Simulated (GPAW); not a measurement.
Crystal: TaN.

```
Ta N
1.0
     0.00000    2.21132    2.21132
     2.21132    0.00000    2.21132
     2.21132    2.21132    0.00000
Ta N
1 1
Direct
  0.50000 0.50000 0.50000
  0.00000 0.00000 0.00000
```

The cell comes from a database or a generator and needn't be the stable form of this composition.

```yaml
Program: GPAW 26.7.0
Task: single point
Functional: PBE
Potentials_or_basis: GPAW PAW data sets (gpaw-data 1.2.1)
Cutoff: 800 eV
Basis: pw
k_mesh: 10 × 10 × 10
Occupations: fermi-dirac, width 0.05 eV
Spin: no spin polarisation
```

On this cell: pressure -1.6 GPa; largest force zero by symmetry; band gap on the k mesh none (metal or under the smearing width).

The same run follows on a disturbed copy (atoms moved at random, drawn with an rms of 0.05 Å):

```
Ta N
1.0
     0.00000    2.21132    2.21132
     2.21132    0.00000    2.21132
     2.21132    2.21132    0.00000
Ta N
1 1
Direct
  0.51353 0.48421 0.52898
  0.98710 0.98530 0.01570
```

**Question.** What changes?

**Answer.** The energy (extrapolated to zero smearing) moves by +21.6 meV/atom; pressure 0.3 GPa; largest force 0.857 eV/Å; band gap on the k mesh none (metal or under the smearing width).

Forces in eV/Å, atoms in the order of the input:
```
Ta  -0.213 -0.696 -0.452
N    0.213  0.696  0.452
```

Stress tensor (GPa, compression positive):
```
-0.92 -0.19 -0.08
-0.19  1.73 -0.33
-0.08 -0.33  0.03
```
